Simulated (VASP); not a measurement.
A VASP 6.6.1 relaxation on HfO₂

INCAR

```
EDIFF = 1E-7
EDIFFG = -5E-3
NBANDS = 18
LREAL = .FALSE.
NSW = 40
IBRION = 2
LASPH = .TRUE.
PREC = Normal
ISIF = 3
LCHARG = .FALSE.
NELM = 83
SIGMA = 0.02
ENCUT = 600
LWAVE = .FALSE.
GGA = PE
ISMEAR = -1
```

KPOINTS

```
KPOINTS created by Atomic Simulation Environment
0
Gamma
8 8 8
0 0 0
```

POSCAR

```
Hf O
 1.0000000000000000
     0.0000000000000000    2.8354234751999998    2.8354234751999998
     2.8354234751999998    0.0000000000000000    2.8354234751999998
     2.8354234751999998    2.8354234751999998    0.0000000000000000
 Hf  O
   1   2
Cartesian
  0.0000000000000000  0.0000000000000000  0.0000000000000000
  1.4177117375999999  1.4177117375999999  1.4177117375999999
  4.2531352128000002  4.2531352128000002  4.2531352128000002
```

The recommended PBE PAW datasets give the neutral cell 22 valence electrons.

Command

```
mpirun -np 1 vasp_std
```

OSZICAR

```
N       E                     dE             d eps       ncg     rms          rms(c)
DAV:   1     0.104096849738E+03    0.10410E+03   -0.12997E+04  1044   0.128E+03
DAV:   2    -0.292222425943E+02   -0.13332E+03   -0.12872E+03  1428   0.287E+02
DAV:   3    -0.349014598363E+02   -0.56792E+01   -0.56587E+01  1184   0.529E+01
DAV:   4    -0.349439998767E+02   -0.42540E-01   -0.42529E-01  1288   0.528E+00
DAV:   5    -0.349443424862E+02   -0.34261E-03   -0.34260E-03  1196   0.437E-01    0.249E+01
DAV:   6    -0.285618521726E+02    0.63825E+01   -0.28662E+01  1062   0.311E+01    0.274E+01
DAV:   7    -0.281682235683E+02    0.39363E+00   -0.15007E+00  1076   0.833E+00    0.210E+01
DAV:   8    -0.282328281640E+02   -0.64605E-01   -0.18961E+00  1054   0.942E+00    0.105E+01
DAV:   9    -0.280373664719E+02    0.19546E+00   -0.85718E-01  1052   0.534E+00    0.381E+00
DAV:  10    -0.280314679041E+02    0.58986E-02   -0.64541E-02  1078   0.140E+00    0.917E-01
...
   6 F= -.30285214E+02 E0= -.30285214E+02  d E =0.144197E-05
       N       E                     dE             d eps       ncg     rms          rms(c)
DAV:   1    -0.302853122122E+02   -0.97983E-04   -0.18851E-03  1092   0.364E-01    0.136E-01
DAV:   2    -0.302852473139E+02    0.64898E-04   -0.25894E-04  1092   0.111E-01    0.420E-02
DAV:   3    -0.302852370099E+02    0.10304E-04   -0.15163E-05  1148   0.305E-02    0.262E-02
DAV:   4    -0.302852348673E+02    0.21426E-05   -0.80348E-06  1186   0.212E-02    0.196E-02
DAV:   5    -0.302852347382E+02    0.12912E-06   -0.16560E-07  1138   0.319E-03    0.279E-02
DAV:   6    -0.302852353774E+02   -0.63923E-06   -0.18322E-07   970   0.324E-03    0.176E-03
DAV:   7    -0.302852353790E+02   -0.15903E-08   -0.12191E-08   644   0.905E-04
   7 F= -.30285235E+02 E0= -.30285235E+02  d E =-.197131E-04
```

From OUTCAR

```
k-points           NKPTS =     29   k-points in BZ     NKDIM =     29   number of bands    NBANDS=     18

   NELECT =      22.0000    total number of electrons

   dimension x,y,z NGX =    24 NGY =   24 NGZ =   24
   dimension x,y,z NGXF=    48 NGYF=   48 NGZF=   48

  energy-cutoff  :      600.00
  volume of cell :       32.61
      direct lattice vectors                 reciprocal lattice vectors
     0.000000000  2.535778862  2.535778862    -0.197178077  0.197178077  0.197178077
     2.535778862  0.000000000  2.535778862     0.197178077 -0.197178077  0.197178077
     2.535778862  2.535778862  0.000000000     0.197178077  0.197178077 -0.197178077

 k-points in reciprocal lattice and weights: KPOINTS created by Atomic Simulation Env
   0.00000000  0.00000000  0.00000000       0.002
   0.12500000  0.00000000  0.00000000       0.016
   0.25000000  0.00000000  0.00000000       0.016
   0.37500000  0.00000000  0.00000000       0.016
   0.50000000  0.00000000  0.00000000       0.008
   0.12500000  0.12500000  0.00000000       0.012
   0.25000000  0.12500000  0.00000000       0.047
   0.37500000  0.12500000  0.00000000       0.047
   ...

 E-fermi :   4.7447

 k-point     1 :       0.0000    0.0000    0.0000
  band No.  band energies     occupation
      1     -25.4226      2.00000
      2     -25.4226      2.00000
      3     -25.4226      2.00000
      4     -14.4554      2.00000
      5     -11.4282      2.00000
      6      -1.0689      2.00000
      7      -1.0689      2.00000
      8      -1.0689      2.00000
      9       3.6597      2.00000
     10       3.6597      2.00000
     11       3.6597      2.00000
     12       8.1488      0.00000
     13       8.1488      0.00000
     14      10.1001      0.00000
     15      14.6781      0.00000
     16      14.6781      0.00000
     17      14.6781      0.00000
     18      17.7533      0.00000

 k-point     2 :       0.1250    0.0000    0.0000
  band No.  band energies     occupation
      1     -25.4898      2.00000
      2     -25.4299      2.00000
      3     -25.4299      2.00000
      4     -14.2479      2.00000
      5     -11.5972      2.00000
      6      -0.9187      2.00000
      7      -0.9187      2.00000
      8      -0.6546      2.00000
      9       3.2025      2.00000
     10       3.3770      2.00000
     11       3.3770      2.00000
     12       8.4365      0.00000
     13       8.4365      0.00000
     14      10.7117      0.00000
     15      13.9856      0.00000
     16      14.4140      0.00000
     17      14.4140      0.00000
     18      17.7234      0.00000

 k-point     3 :       0.2500    0.0000    0.0000
  band No.  band energies     occupation
      1     -25.6456      2.00000
      2     -25.4475      2.00000
      3     -25.4475      2.00000
      4     -13.7564      2.00000
      5     -11.9386      2.00000
      6      -0.5471      2.00000
      7      -0.5471      2.00000
      8       0.3109      2.00000
      9       2.2980      2.00000
     10       2.8590      2.00000
     11       2.8590      2.00000
     12       8.8676      0.00000
     13       8.8676      0.00000
     14      11.3307      0.00000
     15      13.4876      0.00000
     16      13.9389      0.00000
     17      13.9390      0.00000
     18      16.9275      0.00000

 ...

  Total       -0.0031673     -0.0031673     -0.0031673      0.0000000     -0.0000000      0.0000000
  in kB       -0.1556072     -0.1556072     -0.1556072      0.0000000     -0.0000000      0.0000000
  external PRESSURE =      -0.1556072 kB  Pullay stress =       0.0000000 kB

 POSITION                                       TOTAL-FORCE (eV/Angst)
 -----------------------------------------------------------------------------------
      0.00000      0.00000      0.00000         0.000000     -0.000000      0.000000
      1.26789      1.26789      1.26789         0.000000      0.000000      0.000000
      3.80367      3.80367      3.80367        -0.000000     -0.000000     -0.000000
 -----------------------------------------------------------------------------------
    total drift:                               -0.000000      0.000000      0.000000

  FREE ENERGIE OF THE ION-ELECTRON SYSTEM (eV)
  ---------------------------------------------------
  free  energy   TOTEN  =       -30.2852353790 eV

  energy  without entropy=      -30.2852353790  energy(sigma->0) =      -30.28523538
```

| ionic step | ΔE (meV/atom) | volume (Å³) | largest force (eV/Å) | pressure (GPa) | electronic steps |
| --- | --- | --- | --- | --- | --- |
| 1 | 0.0 | 45.59 | 0.000 | -41.26 | 16 |
| 2 | 168.4 | 24.34 | 0.000 | 137.84 | 10 |
| 3 | -748.3 | 33.25 | 0.000 | -4.76 | 12 |
| 4 | -751.2 | 32.81 | 0.000 | -1.54 | 10 |
| 5 | -751.5 | 32.58 | 0.000 | 0.19 | 7 |
| 6 | -751.5 | 32.64 | 0.000 | -0.23 | 7 |
| 7 | -751.5 | 32.61 | 0.000 | -0.02 | 7 |

It converged. Results: relaxed cell vector lengths 3.586, 3.586, 3.586 Å; relaxed cell volume 32.61 Å³.

 The volume moved far on the plane waves of the start cell, so a restart from CONTCAR is due.

For comparison, a separate PBE relaxation on usual settings, not on those above, ends at 32.59 Å³.

The run above took about 29 s on one core of a shared host (Intel Xeon 6975P-C) and held 0.16 GiB at most.
